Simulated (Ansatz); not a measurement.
Here is an unrelaxed guess for Ge.

```cif
data_structure
_symmetry_space_group_name_H-M 'P4_322'
_symmetry_Int_Tables_number 95
_cell_length_a 7.0580
_cell_length_b 7.0580
_cell_length_c 3.7740
_cell_angle_alpha 90.000
_cell_angle_beta 90.000
_cell_angle_gamma 90.000
_cell_volume 188.00
loop_
_atom_site_label
_atom_site_type_symbol
_atom_site_symmetry_multiplicity
_atom_site_Wyckoff_symbol
_atom_site_fract_x
_atom_site_fract_y
_atom_site_fract_z
_atom_site_occupancy
Ge1 Ge 8 d 0.10322 0.32960 0.24165 1
```

Theory: Ansatz 0.2.0, DFT PBE, scalar-relativistic, plane waves, PAW. Cutoff 420 eV; k points 4×4×4 on the computed 8-atom cell (Γ-centred); Gaussian smearing, width 0.10 eV; no spin polarisation.

Energies count from the standard state of Ge at the same level.

Problem. What does a single point on this coarse mesh give?

Solution. The pressure is 11.9 GPa (the mean over three directions, positive in compression), the largest force is 1.19 eV/Å, and the energy is +0.47 eV/atom against the standard state. The shortest distance is 2.33 Å.

Problem. Is it a good guess?

Solution. A fair one: relaxing gains about 0.16 eV/atom (the start's value is from the coarse mesh, so the gain is rough) in 9 ionic steps and ends at +0.31 eV/atom on the finer mesh. The symmetry stays P4_322 (No. 95). The volume per atom grows by 18.3 %, from 23.5 to 27.8 Å³. The shortest distance goes from 2.33 Å (Ge–Ge) to 2.49 Å (Ge–Ge). Conventional cell: a = 7.505 Å, c = 3.949 Å. Around Ge lie 4 Ge at 2.49–2.62 Å.

The last run used a 6×6×10 mesh (in the run's order of axes) for its 8-atom cell and Gaussian smearing of 0.10 eV. The relaxation can't lower the symmetry of the start, and the grade says only how near the guess is to its own end. Symmetry constrained the relaxation, so the result can be a saddle point. Another cell of Ge relaxed alike, in R-3m, lies 298 meV/atom lower, so this cell isn't the stable form at this level.
